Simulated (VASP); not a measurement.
Input of a VASP 6.6.1 run:

The input INCAR:

```
PREC = Accurate
ENCUT = 520
EDIFF = 1E-7
ISMEAR = 0
SIGMA = 0.03
LREAL = False
LASPH = True
NELM = 80
ALGO = Fast
ISIF = 2
LWAVE = False
LCHARG = False
LDIPOL = True
IDIPOL = 3
DIPOL = 0.5 0.5 0.500
GGA = CA
NBANDS = 86
LVHAR = True
LVACPOTAV = True
ICORELEVEL = 1
```

The input KPOINTS:

```
Automatic mesh
0
Gamma
  7 4 1
```

POSCAR

```
CdS                                     
1.0
    4.0834518600      0.0000000000      0.0000000000
    0.0000000000      6.6573690000      0.0000000000
    0.0000000000      0.0000000000     26.7879127800
  Cd              S             
     8     8
Direct
     0.9999995499999983    0.9506282839626470    0.3022074602732336
     0.5000005599999966    0.5153254898857036    0.3187608992482835
     0.4999995800000008    0.0081147579634147    0.4151103299384076
     0.0000005899999991    0.5114997768425171    0.4535677545356170
     0.9999996199999970    0.0114997768425169    0.5464322454643832
     0.5000006300000024    0.5081147579634147    0.5848896700615924
     0.4999996499999995    0.0153254898857039    0.6812391007517167
     0.0000006699999986    0.4506282839626472    0.6977925397267660
     0.9999995499999983    0.6127222957096899    0.2725977645984472
     0.5000005599999966    0.1340094561165159    0.3260195678181182
     0.4999995800000008    0.6325326534708798    0.4093490408599155
     0.0000005899999991    0.1351672860486320    0.4580170493539431
     0.9999996199999970    0.6351672860486319    0.5419829506460569
     0.5000006300000024    0.1325326534708799    0.5906509591400844
     0.4999996499999995    0.6340094561165156    0.6739804321818819
     0.0000006699999986    0.1127222957096898    0.7274022354015529
```

Potentials or basis: VASP PAW LDA potentials, release 64 (Cd, S).

The run is started by

```bash
$ cat potpaw_LDA.64/Cd/POTCAR potpaw_LDA.64/S/POTCAR > POTCAR
$ mpirun -np 4 vasp_std > vasp.out
```

Q: Estimate the ionisation potential of the upper face.

A: 6.09 eV.

Q: Predict the band gap on the k mesh.

A: 1.28 eV, direct.

Q: What does it give for the largest force?

A: 0.018 eV/Å.

Forces in eV/Å, atoms in the order of the input:
```
Cd   0.000 -0.005 -0.014
Cd   0.000 -0.001  0.001
Cd   0.000  0.011  0.005
Cd   0.000  0.007 -0.003
Cd   0.000  0.007  0.003
Cd   0.000  0.011 -0.005
Cd   0.000 -0.001 -0.001
Cd   0.000 -0.005  0.014
S    0.000  0.016  0.003
S    0.000 -0.018  0.001
S    0.000 -0.004 -0.013
S    0.000 -0.005 -0.003
S    0.000 -0.005  0.003
S    0.000 -0.004  0.013
S    0.000 -0.018 -0.001
S    0.000  0.016 -0.003
```

As with any semilocal functional, this LDA gap is likely too small.
